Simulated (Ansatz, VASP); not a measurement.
# Two plane-wave programs on SrO

```xyz
4
Lattice="4.3076 0.0000 0.0000 -2.1538 3.7305 0.0000 0.0000 0.0000 5.2716" Properties=species:S:1:pos:R:3 pbc="T T T"
Sr    0.0000    2.4870    4.8841
Sr    2.1538    1.2435    2.2483
O     0.0000    2.4870    2.3644
O     2.1538    1.2435    5.0002
```

Alike in both runs: task single point; functional PBE; k mesh 9 × 9 × 6; occupations gaussian, width 0.02 eV; no spin polarisation.

|  | VASP | Ansatz |
| --- | --- | --- |
| version | VASP 6.6.1 | Ansatz 0.2.0 |
| potentials or method | VASP PAW PBE potentials, release 64 (Sr_sv, O) | scalar-relativistic, plane waves, PAW |
| plane-wave cutoff (eV) | 520 | 420 |
| valence electrons in the cell | 32 | 32 |

Ansatz gave:

```
gap on the k mesh at the Fermi level (eV)       : 2.59
least direct gap on the mesh (eV)               : 2.59
pressure (GPa)                                  : -1.4
largest component of the traceless stress (GPa) : 0.14
rms of the force components (eV/Å)              : 0.089
```

Estimate VASP's values.

gap on the k mesh at the Fermi level (eV): 2.57; least direct gap on the mesh (eV): 2.57; pressure (GPa): -1.0; largest component of the traceless stress (GPa): 0.14; rms of the force components (eV/Å): 0.096.

Atom by atom the forces differ by 0.007 eV/Å (rms over components). The functional is the same, so the differences come from potentials, cutoffs and numerics.

Caveats: an odd mesh through Γ misses points on the zone boundary, where band edges often lie.
